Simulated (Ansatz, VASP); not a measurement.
# AlN: VASP beside Ansatz

```
Al N
1.0
     3.08874    0.00000    0.00000
    -1.54437    2.67493    0.00000
     0.00000    0.00000    4.94377
Al N
2 2
Cartesian
  -0.0172 1.8693 0.0075
  1.5616 0.8056 2.4794
  0.0153 1.7065 1.8958
  1.5290 0.9684 4.3677
```

Change from the starting cell: mode 4 frozen in at -0.017 Å and mode 5 at +0.086 Å (largest displacements).

Alike in both runs: task single point; functional LDA; k mesh 9 × 9 × 6; occupations gaussian, width 0.05 eV; no spin polarisation.

|  | VASP | Ansatz |
| --- | --- | --- |
| version | VASP 6.6.1 | Ansatz 0.2.0 |
| potentials or method | VASP PAW LDA potentials, release 64 (Al, N) | scalar-relativistic, plane waves, PAW |
| plane-wave cutoff (eV) | 520 | 520 |
| valence electrons in the cell | 16 | 16 |

VASP gave:

```
gap on the k mesh at the Fermi level (eV)       : 4.33
least direct gap on the mesh (eV)               : 4.33
pressure (GPa)                                  : 0.4
largest component of the traceless stress (GPa) : 0.75
rms of the force components (eV/Å)              : 0.236
```

Estimate Ansatz's values.

gap on the k mesh at the Fermi level (eV): 4.32; least direct gap on the mesh (eV): 4.32; pressure (GPa): -0.2; largest component of the traceless stress (GPa): 0.79; rms of the force components (eV/Å): 0.236.

Atom by atom the forces differ by 0.002 eV/Å (rms over components).

Caveats: an odd mesh through Γ misses points on the zone boundary, where band edges often lie.
